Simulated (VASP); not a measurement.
HfO2 (rat):

```
CELL_PARAMETERS angstrom
-0.02424 2.56500 2.55446
2.53569 -0.00181 2.55628
2.58578 2.53482 -0.01060
ATOMIC_POSITIONS crystal
Hf 0.97509 0.02568 0.01398
O 0.23599 0.26406 0.24550
O 0.74136 0.78251 0.71747
```

| Property | Result |
| --- | --- |
| Program | VASP 6.6.1 |
| Task | relaxation of cell and atoms |
| Functional | PBE |
| Potentials or basis | VASP PAW PBE potentials, release 64 (Hf_pv, O) |
| Cutoff | 600 eV |
| k mesh | 6 × 6 × 6 |
| Occupations | gaussian, width 0.1 eV |
| Spin | no spin polarisation |

At the start: pressure -5.7 GPa; volume 11.20 Å³/atom.

Q: How do energy, volume and symmetry change on relaxing?

A: Over 9 steps the energy falls by 29.4 meV/atom and the volume is 10.87 Å³/atom (-3.0 %); space group Fm-3m (No. 225, to 0.05 Å).

The path:
| step | energy change (eV) | largest force (eV/Å) | pressure (GPa) | volume (Å³) |
| --- | --- | --- | --- | --- |
| 1 | 0.0000 | 1.1359 | -5.69 | 33.61 |
| 2 | -0.0500 | 0.3660 | 7.93 | 31.71 |
| 3 | -0.0653 | 0.4332 | 2.97 | 32.30 |
| 4 | -0.0787 | 0.2187 | -1.65 | 32.84 |
| 5 | -0.0791 | 0.1944 | -0.99 | 32.76 |
| 6 | -0.0857 | 0.1173 | -0.17 | 32.62 |
| 7 | -0.0876 | 0.0422 | 0.71 | 32.50 |
| 8 | -0.0876 | 0.0402 | -0.83 | 32.70 |
| 9 | -0.0881 | 0.0186 | -0.07 | 32.60 |

Final structure:
```yaml
crystal:
  lattice:
    - [-0.00122, 2.54433, 2.52505]
    - [2.52004, -0.00357, 2.55116]
    - [2.55152, 2.52137, 0.00570]
  atoms:
    - { symbol: Hf, position: [0.98420, 0.02366, 0.99211] }
    - { symbol: O, position: [0.23422, 0.27403, 0.24252] }
    - { symbol: O, position: [0.73403, 0.77456, 0.74232] }
```
